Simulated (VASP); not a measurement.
Set up this calculation in VASP 6.6.1, as the native input.

| Property | Result |
| --- | --- |
| Task | band structure |
| Functional | revTPSS |
| Potentials or basis | VASP PAW PBE potentials, release 64 (Ta_pv, N) |
| Cutoff | 520 eV |
| k mesh | 10 × 10 × 5 |
| Occupations | fermi-dirac, width 0.05 eV |
| Spin | no spin polarisation |
| Further INCAR settings | ALGO = Normal; EDIFF = 1e-06 |

The structure of TaN lies in POSCAR:

```
TaN
1.0
    2.9217699809      0.0000000000      0.0000000000
   -1.4608849905      2.5303270275      0.0000000000
    0.0000000000      0.0000000000      5.9165150000
Ta N
2 2
Direct
    0.0000000000      0.0000000000      0.5000000000
    0.0000000000      0.0000000000      0.0000000000
    0.3333333333      0.6666666667      0.2500000000
    0.6666666667      0.3333333333      0.7500000000
```

The cell comes from a database or a generator and needn't be the stable form of this composition.

One way to write it, as run:

INCAR

```
PREC = Accurate ; ENCUT = 520
EDIFF = 1E-6 ; ISMEAR = -1
SIGMA = 0.05 ; LREAL = False
LASPH = True ; NELM = 80
ALGO = Normal ; ISIF = 2
LWAVE = False ; LCHARG = False
LMAXMIX = 4 ; METAGGA = RTPSS
LMIXTAU = True
```

KPOINTS

```
Automatic mesh
0
Gamma
  10 10 5
```

KPOINTS_OPT

```
path GMKGALHA,LM,KH
10
line-mode
reciprocal
 0.0000000000  0.0000000000  0.0000000000  G
 0.5000000000  0.0000000000  0.0000000000  M

 0.5000000000  0.0000000000  0.0000000000  M
 0.3333333333  0.3333333333  0.0000000000  K

 0.3333333333  0.3333333333  0.0000000000  K
 0.0000000000  0.0000000000  0.0000000000  G

 0.0000000000  0.0000000000  0.0000000000  G
 0.0000000000  0.0000000000  0.5000000000  A

 0.0000000000  0.0000000000  0.5000000000  A
 0.5000000000  0.0000000000  0.5000000000  L

 0.5000000000  0.0000000000  0.5000000000  L
 0.3333333333  0.3333333333  0.5000000000  H

 0.3333333333  0.3333333333  0.5000000000  H
 0.0000000000  0.0000000000  0.5000000000  A

 0.5000000000  0.0000000000  0.5000000000  L
 0.5000000000  0.0000000000  0.0000000000  M

 0.3333333333  0.3333333333  0.0000000000  K
 0.3333333333  0.3333333333  0.5000000000  H
```

Potentials or basis: VASP PAW PBE potentials, release 64 (Ta_pv, N).

The run is started by

```console
$ cat potpaw_PBE.64/Ta_pv/POTCAR potpaw_PBE.64/N/POTCAR > POTCAR
$ mpirun -np 1 vasp_std > vasp.out
```

It gave:

The pressure is -5.5 GPa. The band gap along the path is none (metal or under the smearing width).

Caveat: the PAW data sets were made with another functional, which shifts forces and pressure a little; spin-orbit coupling is left out, which moves the levels of the heavy elements.

It took 4.6 min on 1 thread of Intel(R) Xeon(R) Platinum 8488C (Sapphire Rapids), on a shared host, peak memory 0.2 GiB.
